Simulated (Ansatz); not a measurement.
Equation of state of Cu

```cif
data_structure
_symmetry_space_group_name_H-M 'P 1'
_symmetry_Int_Tables_number 1
_cell_length_a 2.5562
_cell_length_b 2.5562
_cell_length_c 2.5562
_cell_angle_alpha 60.000
_cell_angle_beta 60.000
_cell_angle_gamma 60.000
_cell_volume 11.81
loop_
_atom_site_label
_atom_site_type_symbol
_atom_site_fract_x
_atom_site_fract_y
_atom_site_fract_z
_atom_site_occupancy
Cu1 Cu 0.00000 0.00000 0.00000 1
```

The runs use the primitive cell with vectors (0.000, 1.808, 1.808), (1.808, 0.000, 1.808), (1.808, 1.808, 0.000) Å, to which the k mesh refers.

Conventional cell: a = 3.615 Å, b = 3.615 Å, c = 3.615 Å, α = 90.00°, β = 90.00°, γ = 90.00°. Cu (atom 1) has 12 Cu at 2.56 Å as nearest neighbours.

The cell is COD entry 5000216, as deposited and not checked against the literature; nothing was relaxed.

Methods: DFT, PBE, all-electron LAPW, scalar-relativistic (Ansatz 0.2.0); DFT, PBE, PAW with Ansatz's default frozen-core files, scalar-relativistic (Ansatz 0.2.0).

For LAPW: a Γ-centred 19×19×19 k mesh, Fermi–Dirac smearing of 0.08 eV, basis error target 0.25 meV/atom, no spin polarisation. PAW takes a cutoff of 420 eV at this cell. The Ansatz runs share mesh, smearing and spin set-up. Plane-wave (PAW) pressures include the program's estimate of the Pulay term.

The cell above is scaled evenly, with fractional coordinates and shape held.

```
V/V(cell)  V (Å³/atom)  P, LAPW (GPa)  P, PAW (GPa)  free energy over the lowest listed, PAW (meV/atom)
   0.9400       11.102          12.48         12.51                                                30.8
   0.9405       11.108          12.37         12.40                                                30.3
   0.9600       11.338           8.45          8.48                                                15.4
   0.9700       11.456           6.60          6.63                                                 9.8
   0.9800       11.574           4.87          4.89                                                 5.6
   0.9900       11.692              ?             ?                                                   ?
   1.0000       11.810           1.69          1.72                                                 0.7
   1.0100       11.929           0.24          0.27                                                 0.0
   1.0200       12.047          -1.13         -1.10                                                 0.3
   1.0300       12.165          -2.42         -2.39                                                 1.6
   1.0400       12.283          -3.63         -3.60                                                 3.8
   1.0600       12.519          -5.84         -5.82                                                10.8
```

(1) Fill in the row V/V(cell) = 0.9900.

(2) What do Birch–Murnaghan fits to the pressures give?

Results:

(1) P, LAPW (GPa) = 3.23, P, PAW (GPa) = 3.26, free energy over the lowest listed, PAW (meV/atom) = 2.6.

(2) LAPW: V0 = 11.95 Å³/atom, B0 = 141 GPa, B0′ = 5.0; PAW: V0 = 11.95 Å³/atom, B0 = 141 GPa, B0′ = 5.0.
